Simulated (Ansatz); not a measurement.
# RbBr (Fm-3m): the gap up the ladder of methods

Aim: the gap of RbBr (Fm-3m) at several levels of theory on one structure, with the time that each takes.

Main program and level: Ansatz 0.2.0; density functionals, hybrids and G0W0, plane waves, PAW.

This is a report of a sequence of runs, with most program output left out.

The database entry behind the starting cell differs from later determinations by our own check (about 0.5 % short), so it need not match the best structure at ambient conditions.

In doubt: masses and optical values from hybrid runs of this build are listed as unsure (steps 10, 11), which bears on the screening that GW takes from such a start.

## 1. The structure

It takes space group Fm-3m (No. 225, cubic). The conventional cell has a = 6.854 Å, b = 6.854 Å, c = 6.854 Å, α = 90.00°, β = 90.00°, γ = 90.00°. Nearest to Rb lie 6 Br at 3.43 Å. Br has 6 Rb at 3.43 Å nearest. Farther neighbours and most contacts between anions are not listed.

The cell and positions come from the Crystallography Open Database and are kept as given unless a step says otherwise.

The logs state that the PAW files were generated under PBE.

## 2. LDA on the 6×6×6 mesh

This step: DFT, LDA, plane waves, PAW; PAW set soft_1.

Input file input.yaml:

```yaml
crystal:
  lattice:
    - [0.0, 3.427, 3.427]
    - [3.427, 0.0, 3.427]
    - [3.427, 3.427, 0.0]
  atoms:
    - { symbol: Rb, position: [0.0, 0.0, 0.0] }
    - { symbol: Br, position: [0.5, 0.5, 0.5] }
kpoints:
  mp_grid: { grid: [6, 6, 6] }
  band_path:
    path:
      - [0.0, 0.0, 0.0]
      - [0.5, 0.0, 0.5]
      - [0.625, 0.25, 0.625]
      - [0.375, 0.375, 0.75]
      - [0.5, 0.5, 0.5]
      - [0.5, 0.25, 0.75]
    npoints: 1
hamiltonian:
  xc: lda
  pseudopotentials: { kind: paw, azcp: { folder: soft_1 }, xc_functional: pbe }
scf:
  occupations: { method: fixed }
  n_extra_bands: 4
output:
  eigenvalues: true
```

Run with:

```bash
$ ansatz run input.yaml --threads 24 --pin off --max-ram 82944MiB --backend cuda --events-out ev --progress --plain --runs-dir out --devices 1 --max-vram 78GiB
```

The job ended after 1.2 s (1 × NVIDIA GB200 (shared by 2 runs) with 24 threads of Arm Neoverse V2, shared host; peak memory 0.92 GiB; 1.5 s of CPU time).

Numbers from this step:

```yaml
gap: 3.950 eV
valence_top_at: Γ
conduction_bottom_at: Γ
least_direct_gap: 3.950 eV
```

Over mesh and listed points the gap is 3.950 eV, direct, at k = Γ.

## 3. PBE on the 6×6×6 mesh

Levels along a band path and on the mesh show where this functional puts the band edges.

This step: DFT, PBE, plane waves, PAW; PAW set soft_1.

input.yaml, the sections that differ from step 2:

```yaml
kpoints:
  mp_grid: { grid: [6, 6, 6] }
  band_path:
    path:
      - [[0.0, 0.0, 0.0], [0.5, 0.0, 0.5], [0.625, 0.25, 0.625]]
      - [[0.375, 0.375, 0.75], [0.0, 0.0, 0.0], [0.5, 0.5, 0.5], [0.5, 0.25, 0.75], [0.5, 0.0, 0.5]]
    npoints: 10
hamiltonian:
  xc: pbe
  pseudopotentials: { kind: paw, azcp: { folder: soft_1 } }
scf:
  occupations: { method: fermi_dirac, width: 0.02 }
  n_extra_bands: 4
# crystal, output: as in step 2
```

The job ended after 1.4 s (1 × NVIDIA GB200 (shared by 2 runs) with 24 threads; peak memory 1 GiB; 1.7 s of CPU time).

This step gave:

```yaml
filled_bands: 8
gap: 4.364 eV
valence_top_at: Γ
conduction_bottom_at: Γ
least_direct_gap: 4.364 eV
```

Over mesh and path the gap is 4.364 eV, direct, at k = Γ. PBE against LDA: 4.364 − 3.950 = +0.414 eV, with the same mesh, files and cutoff, and both edges at the same k points.

## 4. PBE+SOC on the 6×6×6 mesh

This run has two-component orbitals with spin-orbit coupling.

This step: DFT, PBE with spin-orbit coupling, plane waves, PAW; PAW set soft_1.

input.yaml, the sections that differ from step 3:

```yaml
kpoints:
  mp_grid: { grid: [6, 6, 6] }
  band_path:
    path:
      - [0.0, 0.0, 0.0]
      - [0.5, 0.0, 0.5]
      - [0.625, 0.25, 0.625]
      - [0.375, 0.375, 0.75]
      - [0.5, 0.5, 0.5]
      - [0.5, 0.25, 0.75]
    npoints: 1
hamiltonian:
  xc: pbe
  pseudopotentials: { kind: paw_fr, azcp: { folder: soft_1 } }
scf:
  occupations: { method: fixed }
  n_extra_bands: 8
magnetization:
  noncollinear: true
  spin_orbit: true
# crystal, output: as in step 3
```

Wall time 1.1 s (1 × NVIDIA GB200 (shared by 2 runs) with 24 threads); peak memory 1 GiB; 3.2 s of CPU time.

This step gave:

```
gap                  : 4.203 eV
valence top at       : Γ
conduction bottom at : Γ
least direct gap     : 4.203 eV
```

Over mesh and listed points the gap is 4.203 eV, direct, at k = Γ. PBE+SOC against PBE: 4.203 − 4.364 = −0.161 eV, with the same mesh, set of files (read in its fully relativistic form for the spin-orbit run) and cutoff, and both edges at the same k points. The spin-orbit run sees mesh and listed points alone, so its gap is an upper bound: the coupling can move an edge off these points, and the change over the zone, its sign included where it is small, is not known.

## 5. r2SCAN on the 6×6×6 mesh

r2SCAN is a meta-GGA: it depends on the kinetic-energy density as well as on the density and its gradient.

This step: DFT, r2SCAN, plane waves, PAW; PAW set soft_1.

input.yaml, the sections that differ from step 4:

```yaml
hamiltonian:
  xc: r2scan
  pseudopotentials: { kind: paw, azcp: { folder: soft_1 } }
scf:
  occupations: { method: fixed }
  n_extra_bands: 4
# crystal, kpoints, output: as in step 4
# magnetization: removed
```

Wall time 1.5 s (1 × NVIDIA GB200 (shared by 2 runs) with 24 threads); peak memory 1 GiB.

Numbers from this step:

```yaml
gap: 4.969 eV
valence_top_at: Γ
conduction_bottom_at: Γ
least_direct_gap: 4.969 eV
```

Over mesh and listed points the gap is 4.969 eV, direct, at k = Γ. r2SCAN against PBE: 4.969 − 4.364 = +0.605 eV. The runs also differ in plane-wave cutoff (420 eV and 500 eV), so how much of this comes from the functional alone is not known.

## 6. HSE06 on the 4×4×4 mesh

HSE06 mixes in a quarter of exact exchange at short range.

This step: DFT, HSE06, plane waves, PAW; PAW set soft_1.

Changes to input.yaml since step 5:

```diff
@@ -9,3 +9,3 @@
 kpoints:
-  mp_grid: { grid: [6, 6, 6] }
+  mp_grid: { grid: [4, 4, 4] }
   band_path:
@@ -20,3 +20,3 @@
 hamiltonian:
-  xc: r2scan
+  xc: hse06
   pseudopotentials: { kind: paw, azcp: { folder: soft_1 } }
```

The job ended after 3 s (1 × NVIDIA GB200 (shared by 2 runs) with 24 threads; peak memory 1.1 GiB; 8.8 s of CPU time).

This step gave:

```
gap                     : 5.521 eV
valence top at          : Γ
conduction bottom at    : Γ
least direct gap        : 5.521 eV
exact-exchange fraction : 0.25
```

Over mesh and listed points the gap is 5.521 eV, direct, at k = Γ. HSE06 against PBE: 5.521 − 4.364 = +1.157 eV. The runs also differ in mesh (6×6×6 and 4×4×4), so how much of this comes from the functional alone is not known.

## 7. PBE0 on the 4×4×4 mesh

PBE0 mixes in a quarter of exact exchange at all distances.

This step: DFT, PBE0, plane waves, PAW; PAW set soft_1.

Changes to input.yaml since step 6:

```diff
@@ -20,3 +20,3 @@
 hamiltonian:
-  xc: hse06
+  xc: pbe0
   pseudopotentials: { kind: paw, azcp: { folder: soft_1 } }
```

Wall time 2.5 s (1 × NVIDIA GB200 (shared by 2 runs) with 24 threads); peak memory 1.1 GiB; 8 s of CPU time.

This step gave:

```yaml
gap: 6.237 eV
valence_top_at: Γ
conduction_bottom_at: Γ
least_direct_gap: 6.237 eV
exact_exchange_fraction: 0.25
```

Over mesh and listed points the gap is 6.237 eV, direct, at k = Γ. PBE0 against HSE06: 6.237 − 5.521 = +0.716 eV, with the same mesh, files and cutoff, and both edges at the same k points.

## 8. DDH-PBE0 on the 4×4×4 mesh

The input asks for a share of exact exchange of one over the crystal's ε∞, which the program works out first.

This step: DFT, dielectric-dependent PBE0 (fraction 1/eps_inf of PBE), plane waves, PAW; PAW set soft_1.

Changes to input.yaml since step 7:

```diff
@@ -8,2 +8,3 @@
     - { symbol: Br, position: [0.5, 0.5, 0.5] }
+  host: atoms
 kpoints:
@@ -20,3 +21,6 @@
 hamiltonian:
-  xc: pbe0
+  xc:
+    exchange: pbe
+    correlation: pbe
+    exx: { coeff: inverse_dielectric }
   pseudopotentials: { kind: paw, azcp: { folder: soft_1 } }
```

The job ended after 5 s (1 × NVIDIA GB200 (shared by 2 runs) with 24 threads; peak memory 1.3 GiB).

Numbers from this step:

```
gap                     : 7.331 eV
valence top at          : Γ
conduction bottom at    : Γ
least direct gap        : 7.331 eV
exact-exchange fraction : 0.3926
```

Over mesh and listed points the gap is 7.331 eV, direct, at k = Γ. DDH-PBE0 against PBE0: 7.331 − 6.237 = +1.094 eV, with the same mesh, files and cutoff, and both edges at the same k points.

## 9. G0W0@PBE, 4×4×4 mesh, 516 empty bands, screening to 200 eV, PAW set soft_1 files

G0W0 replaces the xc potential by a self-energy built once from the orbitals of the start. Levels are corrected in the window of bands that the input names, at points of the mesh.

This step: G0W0 on PBE, plane waves, PAW; PAW set soft_1.

Input file input.yaml:

```yaml
crystal:
  lattice:
    - [0.0, 3.427, 3.427]
    - [3.427, 0.0, 3.427]
    - [3.427, 3.427, 0.0]
  atoms:
    - { symbol: Rb, position: [0.0, 0.0, 0.0] }
    - { symbol: Br, position: [0.5, 0.5, 0.5] }
kpoints:
  mp_grid: { grid: [4, 4, 4] }
hamiltonian:
  xc: pbe
  pseudopotentials: { kind: paw, azcp: { folder: soft_1 } }
scf:
  occupations: { method: fixed }
gw:
  n_empty_bands: 516
  ecut_chi: 200.0
  qp_bands: [v2, c2]
  qp_kpoints: band_edges
  screening: { model: contour_deformation }
```

It took 4.9 s on 1 × NVIDIA GB200 (shared by 2 runs) with 24 threads; peak memory 1.8 GiB; 12 s of CPU time.

This step gave:

| Property | Result |
| --- | --- |
| bands summed | 524 |
| RPA ε∞ on this mesh (eigenvalues) | 2.358, 2.358, 2.358 |
| plane waves in the screening matrix | 531 |
| G0W0 gap over the corrected points | 6.906 eV |
| k of the valence top | 0, 0, 0 |
| k of the conduction bottom | 0, 0, 0 |
| starting gap on the mesh | 4.364 eV |
| Z at the valence top | 0.8018 |
| Z at the conduction bottom | 0.8622 |
| least direct G0W0 gap over the corrected points | 6.906 eV |

Over all 8 irreducible mesh points the G0W0 gap is 6.906 eV, direct, at k = Γ. The PBE gap of this run on the mesh is 4.364 eV. The two states that bound the G0W0 gap lie that far apart at the start, so the correction of the gap is 6.906 − 4.364 = +2.542 eV.

## 10. G0W0@HSE06, 4×4×4 mesh, 240 empty bands, screening to 120 eV, PAW set soft_1 files

This step: G0W0 on HSE06, plane waves, PAW; PAW set soft_1.

Changes to input.yaml since step 9:

```diff
@@ -11,3 +11,3 @@
 hamiltonian:
-  xc: pbe
+  xc: hse06
   pseudopotentials: { kind: paw, azcp: { folder: soft_1 } }
@@ -16,4 +16,4 @@
 gw:
-  n_empty_bands: 516
-  ecut_chi: 200.0
+  n_empty_bands: 240
+  ecut_chi: 120
   qp_bands: [v2, c2]
```

The job ended after 6.8 s (1 × NVIDIA GB200 (shared by 2 runs) with 24 threads; peak memory 1.2 GiB).

Numbers from this step:

```yaml
bands_summed: 248
rpa_eps_infinity_on_this_mesh_eigenvalues: 2.144, 2.144, 2.144
plane_waves_in_the_screening_matrix: 259
g0w0_gap_over_the_corrected_points: 7.324 eV
k_of_the_valence_top: 0, 0, 0
k_of_the_conduction_bottom: 0, 0, 0
starting_gap_on_the_mesh: 5.521 eV
z_at_the_valence_top: 0.8304
z_at_the_conduction_bottom: 0.8813
least_direct_g0w0_gap_over_the_corrected_points: 7.324 eV
```

Over all 8 irreducible mesh points the G0W0 gap is 7.324 eV, direct, at k = Γ. The HSE06 gap of this run on the mesh is 5.521 eV. The two states that bound the G0W0 gap lie that far apart at the start, so the correction of the gap is 7.324 − 5.521 = +1.803 eV. G0W0@HSE06 against G0W0@PBE with 248 bands (a further run, in the table below): 7.324 − 6.789 = +0.535 eV, with the same mesh, files and cutoffs, and both edges at the same k points.

## 11. G0W0@PBE0, 4×4×4 mesh, 240 empty bands, screening to 120 eV, PAW set soft_1 files

This step: G0W0 on PBE0, plane waves, PAW; PAW set soft_1.

Changes to input.yaml since step 10:

```diff
@@ -11,3 +11,3 @@
 hamiltonian:
-  xc: hse06
+  xc: pbe0
   pseudopotentials: { kind: paw, azcp: { folder: soft_1 } }
```

Elapsed: 7.2 s, on 1 × NVIDIA GB200 (shared by 2 runs) with 24 threads; peak memory 1.2 GiB.

Numbers from this step:

| Item | Value |
| --- | --- |
| bands summed | 248 |
| RPA ε∞ on this mesh (eigenvalues) | 2.077, 2.077, 2.077 |
| plane waves in the screening matrix | 259 |
| G0W0 gap over the corrected points | 7.540 eV |
| k of the valence top | 0, 0, 0 |
| k of the conduction bottom | 0, 0, 0 |
| starting gap on the mesh | 6.237 eV |
| Z at the valence top | 0.8415 |
| Z at the conduction bottom | 0.8889 |
| least direct G0W0 gap over the corrected points | 7.540 eV |

Over all 8 irreducible mesh points the G0W0 gap is 7.540 eV, direct, at k = Γ. The PBE0 gap of this run on the mesh is 6.237 eV. The two states that bound the G0W0 gap lie that far apart at the start, so the correction of the gap is 7.540 − 6.237 = +1.303 eV. G0W0@PBE0 against G0W0@HSE06 with 248 bands: 7.540 − 7.324 = +0.216 eV, with the same mesh, files and cutoffs, and both edges at the same k points.

## 12. Gap and time by level

Each gap is the least one over the points named; times are wall times on shared hosts, not benchmarks. A G0W0 time includes the run's own self-consistent start. Runs with listed points see these and the mesh alone, so an edge that moves elsewhere is missed. Rows marked * are further runs, not shown as steps, whose inputs differ from the G0W0 step on the same start in the columns given; solver thresholds can differ too.

```csv
level,mesh,"files, cutoff","bands summed, screening",points,gap (eV),valence top,conduction bottom,least direct gap (eV),time
LDA,6×6×6,"soft_1 PAW, 420 eV",-,mesh and listed points,3.950,Γ,Γ,3.950,1.2 s
PBE,6×6×6,"soft_1 PAW, 420 eV",-,mesh and path,4.364,Γ,Γ,4.364,1.4 s
PBE+SOC,6×6×6,"soft_1 PAW, 420 eV",-,mesh and listed points,4.203,Γ,Γ,4.203,1.1 s
r2SCAN,6×6×6,"soft_1 PAW, 500 eV",-,mesh and listed points,4.969,Γ,Γ,4.969,1.5 s
HSE06,4×4×4,"soft_1 PAW, 420 eV",-,mesh and listed points,5.521,Γ,Γ,5.521,3 s
PBE0,4×4×4,"soft_1 PAW, 420 eV",-,mesh and listed points,6.237,Γ,Γ,6.237,2.5 s
DDH-PBE0,4×4×4,"soft_1 PAW, 420 eV",-,mesh and listed points,7.331,Γ,Γ,7.331,5 s
G0W0@PBE*,4×4×4,"soft_1 PAW, 420 eV","92, 60 eV",all 8 irreducible mesh points,6.539,Γ,Γ,6.539,1.8 s
G0W0@PBE*,4×4×4,"soft_1 PAW, 420 eV","248, 120 eV",all 8 irreducible mesh points,6.789,Γ,Γ,6.789,2 s
G0W0@PBE,4×4×4,"soft_1 PAW, 420 eV","524, 200 eV",all 8 irreducible mesh points,6.906,Γ,Γ,6.906,4.9 s
G0W0@HSE06,4×4×4,"soft_1 PAW, 420 eV","248, 120 eV",all 8 irreducible mesh points,7.324,Γ,Γ,7.324,6.8 s
G0W0@PBE0,4×4×4,"soft_1 PAW, 420 eV","248, 120 eV",all 8 irreducible mesh points,7.540,Γ,Γ,7.540,7.2 s
```

## 13. Outcome

```
LDA, over mesh and listed points                                : 3.950 eV
PBE, over mesh and path                                         : 4.364 eV
PBE+SOC, over mesh and listed points                            : 4.203 eV
r2SCAN, over mesh and listed points                             : 4.969 eV
HSE06, over mesh and listed points                              : 5.521 eV
PBE0, over mesh and listed points                               : 6.237 eV
DDH-PBE0, over mesh and listed points                           : 7.331 eV
G0W0@PBE (524 bands, 4×4×4), over all 8 irreducible mesh points : 6.906 eV
G0W0@HSE06, over all 8 irreducible mesh points                  : 7.324 eV
G0W0@PBE0, over all 8 irreducible mesh points                   : 7.540 eV
known limits                                                    : finite bands, screening cutoff and k mesh; no spin-orbit coupling in G0W0
```

What this shows: The rows run from 3.950 eV (LDA) to 7.540 eV (G0W0@PBE0). They differ in mesh, plane-wave cutoff, bands and screening cutoff of G0W0 and the points over which the gap was sought as well as in level, so only pairs that share these are like for like. PBE against LDA: 4.364 − 3.950 = +0.414 eV, with the same mesh, files and cutoff, and both edges at the same k points. PBE+SOC against PBE: 4.203 − 4.364 = −0.161 eV, with the same mesh, set of files (read in its fully relativistic form for the spin-orbit run) and cutoff, and both edges at the same k points. The spin-orbit run sees mesh and listed points alone, so its gap is an upper bound: the coupling can move an edge off these points, and the change over the zone, its sign included where it is small, is not known. PBE0 against HSE06: 6.237 − 5.521 = +0.716 eV, with the same mesh, files and cutoff, and both edges at the same k points. DDH-PBE0 against PBE0: 7.331 − 6.237 = +1.094 eV, with the same mesh, files and cutoff, and both edges at the same k points. G0W0@HSE06 against G0W0@PBE with 248 bands: 7.324 − 6.789 = +0.535 eV, with the same mesh, files and cutoffs, and both edges at the same k points. G0W0@PBE0 against G0W0@HSE06 with 248 bands: 7.540 − 7.324 = +0.216 eV, with the same mesh, files and cutoffs, and both edges at the same k points. The dielectric-dependent hybrid took 0.393 of exact exchange, against 0.25 in PBE0. G0W0@PBE (524 bands, 4×4×4) moves the gap of its own start on the mesh by 6.906 − 4.364 = +2.542 eV, between the same two levels. Both edges that PBE shows over mesh and path lie at k points where levels were corrected. Levels at other points were not corrected, so a lower G0W0 gap elsewhere in the zone is not ruled out. G0W0@HSE06 moves the gap of its own start on the mesh by 7.324 − 5.521 = +1.803 eV, between the same two levels. Both edges that HSE06 shows over mesh and listed points lie at k points where levels were corrected. Levels at other points were not corrected, so a lower G0W0 gap elsewhere in the zone is not ruled out. G0W0@PBE0 moves the gap of its own start on the mesh by 7.540 − 6.237 = +1.303 eV, between the same two levels. Both edges that PBE0 shows over mesh and listed points lie at k points where levels were corrected. Levels at other points were not corrected, so a lower G0W0 gap elsewhere in the zone is not ruled out. What spin-orbit coupling does to the G0W0 levels was not computed, so no sum with the G0W0 gap is formed. For G0W0@PBE: from 92 bands and 60 eV to 524 bands and 200 eV the gap moves by 6.906 − 6.539 = +0.367 eV (rung by rung 6.539, 6.789, 6.906 eV); bands and screening cutoff rise together, so their parts are not told apart. A line in one over the bands through the two highest rungs gives 6.906 + (6.906 − 6.789) × 248 / (524 − 248) = 7.011 eV, and through the pair below 6.789 + (6.789 − 6.539) × 92 / (248 − 92) = 6.936 eV. The two differ by 0.075 eV, not under the 0.030 eV asked, so the law does not hold well over these rungs and the limit is not known. The other G0W0 rows are shown at one basis each (248 bands), so their distance from the limit is not known here. The G0W0 runs are scalar-relativistic. No pair of G0W0 runs that differ in the mesh alone is shown (4×4×4 is a supercell whose nearest images lie 19 Å apart), so the error from the mesh is not known here. G0W0@PBE runs of this series with other atomic data on the same mesh, not shown as steps, give 6.806 eV (hard PAW, 680 eV, 253 bands, screening to 120 eV; the table's row with the same empty bands and screening cutoff has 6.789 eV); where bands and cutoffs differ too, the part of the files is not isolated.

[Paths, hosts, dates, memory and timing lines, banners, echoed tables and standing remarks are left out of the program output.]

[Logs are printed without paths, hosts, clocks, repeated set-up lines and the standing remarks that a program may print on its own settings, such as how far it seeks lower states.]

[Runs of the session that timed out or met a known fault of the program may be left out.]

[Cells called generated may have been cut or substituted from an entry of the Crystallography Open Database or the Materials Project.]

[Hosts, paths, dates, database ids (printed as entryN), source tags and the programs' standing remarks are cut or masked in the printed files.]

[Where an RPA ε∞ is given, it is that of the G0W0 mesh and is not shown converged in it. Names of k-points follow the symmetry that the program found, which can be lower than the space group named. Band edges on a path are those of the sampled points; other points can move an edge, and change direct to indirect where valleys lie close.]

[Hybrid gaps are those of their k-mesh and are not shown converged in it.]
